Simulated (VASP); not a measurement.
The system is TaN.

```
CELL_PARAMETERS angstrom
2.92576 0.00000 0.00000
-1.46288 2.53378 0.00000
0.00000 0.00000 2.87295
ATOMIC_POSITIONS crystal
Ta 0.00000 0.00000 0.50000
N 0.66667 0.33333 0.00000
```

The cell comes from a database or a generator and needn't be the stable form of this composition.

Base run:

- Program: VASP 6.6.1
- Functional: r2SCAN
- Potentials or basis: VASP PAW PBE potentials, release 64 (Ta_pv, N)
- Cutoff: 520 eV
- k mesh: 18 × 18 × 14
- Occupations: gaussian, width 0.1 eV
- Spin: no spin polarisation

Its results: band gap on the k mesh none (metal or under the smearing width); pressure 5.8 GPa.

Task: The run is repeated on the same cell with these changes: functional from r2SCAN to PBEsol; cutoff from 520 eV to 700 eV. What comes out?

Result: Band gap on the k mesh none (metal or under the smearing width); pressure 0.0 GPa.

Caveats: the PAW data sets were made with another functional, which shifts forces and pressure a little.
